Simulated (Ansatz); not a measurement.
# Mg2Si: LAPW beside PAW

Aim: solve Mg2Si at one geometry with LAPW, all electrons, PAW with frozen cores and datasets made for this crystal, and see where they agree.

Method: DFT PBEsol, scalar-relativistic, in Ansatz 0.2.0.

## 1. The system as given

It takes space group Fm-3m (No. 225, cubic). The conventional cell has a = 6.390 Å, b = 6.390 Å, c = 6.390 Å, α = 90.00°, β = 90.00°, γ = 90.00°. Mg (site symmetry -43m) is surrounded by 4 Si at 2.77 Å. Around Si (site symmetry m-3m) lie 8 Mg at 2.77 Å.

Structure file:

```cif
data_structure
_symmetry_space_group_name_H-M 'Fm-3m'
_symmetry_Int_Tables_number 225
_cell_length_a 6.3900
_cell_length_b 6.3900
_cell_length_c 6.3900
_cell_angle_alpha 90.000
_cell_angle_beta 90.000
_cell_angle_gamma 90.000
_cell_volume 260.92
loop_
_atom_site_label
_atom_site_type_symbol
_atom_site_symmetry_multiplicity
_atom_site_Wyckoff_symbol
_atom_site_fract_x
_atom_site_fract_y
_atom_site_fract_z
_atom_site_occupancy
Mg1 Mg 8 c 0.25000 0.75000 0.75000 1
Si1 Si 4 a 0.00000 0.00000 0.00000 1
```

The file gives the conventional cell by its symmetry; the runs use the cell typed in the input.

The cell is a deposited one (Crystallography Open Database entry 9009039); the temperature and pressure of the measurement aren't taken into account, and nothing was relaxed.

Atoms are numbered in the order of the input: Mg1, Mg2, Si3.

## 2. LAPW, all electrons

Contents of input.yaml:

```yaml
crystal:
  lattice:
    - [0.0, 3.195, 3.195]
    - [3.195, 0.0, 3.195]
    - [3.195, 3.195, 0.0]
  atoms:
    - { symbol: Mg, position: [0.25, 0.25, 0.25] }
    - { symbol: Mg, position: [0.75, 0.75, 0.75] }
    - { symbol: Si, position: [0.0, 0.0, 0.0] }
kpoints:
  mp_grid: { grid: [9, 9, 9] }
  band_path:
    path:
      - [0.0, 0.0, 0.0]
      - [0.5, 0.0, 0.5]
      - [0.625, 0.25, 0.625]
      - [0.375, 0.375, 0.75]
      - [0.0, 0.0, 0.0]
      - [0.5, 0.5, 0.5]
      - [0.5, 0.25, 0.75]
      - [0.5, 0.0, 0.5]
    npoints: 14
scf:
  occupations: { method: fermi_dirac, width: 0.05 }
hamiltonian:
  xc: pbesol
  pseudopotentials: { kind: all_electron, lapw: { basis_error: 0.0005 } }
output:
  forces: true
  stress: true
  eigenvalues: true
  fatbands: true
  populations: true
  dos: { projected: true, de: 0.2, e_range: [-14, 8] }
```

The run is started by

```
ansatz run input.yaml --threads 1 --pin off --max-ram 6144MiB --backend cpu --events-out ev --progress --plain --runs-dir out
```

## 3. PAW with frozen cores

Edit input.yaml of step 2 so:

```diff
@@ -26,3 +26,3 @@
   xc: pbesol
-  pseudopotentials: { kind: all_electron, lapw: { basis_error: 0.0005 } }
+  pseudopotentials: { kind: paw }
 output:
@@ -31,4 +31,9 @@
   eigenvalues: true
-  fatbands: true
+  efg: { contact_densities: true }
   populations: true
+  bader: true
   dos: { projected: true, de: 0.2, e_range: [-14, 8] }
+  write_density: true
+  write_potential: true
+  elf: true
+  volumetric_format: npy
```

## 4. Datasets made for this crystal

Edit input.yaml of step 3 so:

```diff
@@ -21,3 +21,3 @@
       - [0.5, 0.0, 0.5]
-    npoints: 14
+    npoints: 8
 scf:
@@ -26,3 +26,3 @@
   xc: pbesol
-  pseudopotentials: { kind: paw }
+  pseudopotentials: { kind: all_electron, datasets: crystal }
 output:
@@ -32,8 +32 @@
   efg: { contact_densities: true }
-  populations: true
-  bader: true
-  dos: { projected: true, de: 0.2, e_range: [-14, 8] }
-  write_density: true
-  write_potential: true
-  elf: true
-  volumetric_format: npy
```

(Steps that only read results are left out.)

Q: Predict the outcome of this session. Wanted: pressure; gap; Bader charges; highest ELF.

The runs gave:

| quantity | value |
| --- | --- |
| pressure | LAPW -1.63, PAW -1.60, crystal datasets -1.63 GPa |
| gap (LAPW) | 0.15 eV, indirect from Γ to X |
| Bader charges (PAW) | Mg1 +1.47, Si3 -2.93 e |
| highest ELF (PAW) | 0.83, 1.16 Å from Si |

**Reading.** At this geometry the cell is under tension of 1.6 GPa, so it would shrink if let go. A gap opens: 0.15 eV, indirect from Γ to X. It is the Kohn-Sham gap of a semilocal functional, which mostly lies below the gap found in experiment. The top eV of the valence band is mostly Si 3p (96 % of the projected weight). The projection holds only the free atom's occupied shells (Mg 3s, Si 3s, Si 3p in this range). In pressure, PAW differs from LAPW by +0.03 GPa and less than 0.01 eV in the gap.
